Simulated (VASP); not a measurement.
Runs of VASP 6.6.1 on C. Symmetry: Fmmm, No. 69, orthorhombic system. The conventional cell has a = 2.461 Å, b = 4.263 Å, c = 6.708 Å, α = 90.00°, β = 90.00°, γ = 90.00°. Around C (site symmetry m2m) lie 3 C at 1.42 Å. The cell was built by a generator and needn't be a form met in nature.

```tsv
level	gap on the mesh (eV)	pressure (GPa)	largest force (eV/Å)
PBE+MBD	0.21	0.7	0.01
PBE+TS	0.21	-0.2	0.02
PBE+D3(BJ)	0.21	2.0	0.01
optB86b-vdW	0.19	2.1	0.01
r2SCAN+rVV10	(a)	-1.2	0.02
rev-vdW-DF2	0.18	1.5	0.01
vdW-DF	0.21	6.6	0.01
r2SCAN	0.23	(b)	0.02
```

Alike in all rows: task single point; potentials or basis VASP PAW PBE potentials, release 64 (C); no spin polarisation; cell as given; k mesh 16 × 16 × 4; cutoff (eV) 520; smearing fermi-dirac 0.05 eV.

Estimate the missing entries.

(a) 0.22; (b) -0.6.

Caveats: the PAW data sets were made with another functional, which shifts forces and pressure a little (some runs).

A k mesh can miss the band edges.
